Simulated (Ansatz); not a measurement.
Al2O3 (corundum), relaxed with r2SCAN. It is trigonal, R-3c (No. 167); a = 4.759 Å, c = 12.995 Å in the conventional setting, 8.49 Å³ an atom. Al is surrounded by 6 O at 1.86–1.97 Å; O is surrounded by 4 Al at 1.86–1.97 Å.

```yaml
crystal:
  lattice:
    - [2.37936, 1.37372, 4.33159]
    - [-2.37936, 1.37372, 4.33159]
    - [0.00000, -2.74745, 4.33159]
  atoms:
    - { symbol: Al, position: [0.85191, 0.85191, 0.85191] }
    - { symbol: Al, position: [0.35191, 0.35191, 0.35191] }
    - { symbol: Al, position: [0.14809, 0.14809, 0.14809] }
    - { symbol: Al, position: [0.64809, 0.64809, 0.64809] }
    - { symbol: O, position: [0.44363, 0.05637, 0.75000] }
    - { symbol: O, position: [0.05637, 0.75000, 0.44363] }
    - { symbol: O, position: [0.55637, 0.94363, 0.25000] }
    - { symbol: O, position: [0.25000, 0.55637, 0.94363] }
    - { symbol: O, position: [0.94363, 0.25000, 0.55637] }
    - { symbol: O, position: [0.75000, 0.44363, 0.05637] }
```

3 runs of the PAW code Ansatz on this cell differ in the functional (and in the settings that go with it). Levels are in eV from each run's valence top; v1 is the last filled band, c1 the first empty one.

Run A, mean stress -1.0 GPa (compression positive):

| point | v4 | v3 | v2 | v1 | c1 | c2 |
| --- | --- | --- | --- | --- | --- | --- |
| Γ | -0.59 | -0.05 | -0.05 | 0.00 | 8.86 | 11.84 |
| T | -0.43 | -0.43 | -0.43 | -0.43 | 11.42 | 11.42 |
| H₂ | -0.93 | -0.93 | -0.59 | -0.59 | 12.49 | 12.49 |

Run B, mean stress +7.6 GPa (compression positive):

| point | v4 | v3 | v2 | v1 | c1 | c2 |
| --- | --- | --- | --- | --- | --- | --- |
| Γ | -0.49 | -0.03 | -0.03 | 0.00 | 6.24 | 9.17 |
| T | -0.37 | -0.37 | -0.37 | -0.37 | 8.70 | 8.70 |
| H₂ | -0.84 | -0.84 | -0.50 | -0.50 | 9.73 | 9.73 |

Run C, mean stress -5.1 GPa (compression positive):

| point | v4 | v3 | v2 | v1 | c1 | c2 |
| --- | --- | --- | --- | --- | --- | --- |
| Γ | -0.49 | -0.03 | -0.03 | 0.00 | 6.18 | 8.99 |
| T | -0.37 | -0.37 | -0.37 | -0.37 | 8.57 | 8.57 |
| H₂ | -0.85 | -0.85 | -0.50 | -0.50 | 9.56 | 9.56 |

**Question.** Match the runs to LDA, PBE, PBE0.

**Answer.** A is PBE0, B is PBE, C is LDA. In order of the gap: LDA 6.18, PBE 6.24, PBE0 8.86 eV.

Calculated for a static, non-magnetic cell.

The program warns that its thresholds are loose for a hybrid's stress.

The meshes of the hybrids are coarse, so their gaps aren't converged to the digits shown.
